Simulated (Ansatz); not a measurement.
**CuO: clamped-ion elastic tensor**

Level of theory: Ansatz 0.2.0, DFT PBE+U, scalar-relativistic, plane waves, PAW. Settings: 420 eV plane-wave cutoff, Γ-centred 14×14×8 mesh, Fermi-Dirac smearing of 0.15 eV. U_eff = 4.0 eV on Cu d. No spin polarisation.

Equilibrium structure at this level:
```
Cu O
1.0
     2.09285   -2.09584    0.00000
     2.09285    2.09584    0.00000
     0.00000    0.00000    5.18021
Cu O
2 2
Direct
  0.00000 0.50000 0.00000
  0.50000 0.00000 0.50000
  0.50000 0.50000 0.25000
  0.50000 0.50000 0.75000
```

In a metal, frequencies and elastic constants depend on the k mesh and the smearing, soft modes and shear constants most. Spin polarisation was left out, and a magnetic state may lie lower. A semilocal functional can close a gap that the real compound has.

Task: Give the clamped-ion elastic constants (GPa, Voigt order xx yy zz yz xz xy, on the axes of the cell above).

Result:
```
132.1 121.8 112.9   0.0   0.0   0.0
121.8 132.7 113.0   0.0   0.0   0.0
112.8 113.0 309.5   0.0   0.0   0.0
  0.0   0.0   0.0  52.9   0.0   0.0
  0.0   0.0   0.0   0.0  52.8   0.0
  0.0   0.0   0.0   0.0   0.0  55.5
```

This form isn't the usual stable structure of the compound.

Cost: 1 run of about 8.4 core-minutes, on Arm Neoverse V2 (shared hosts).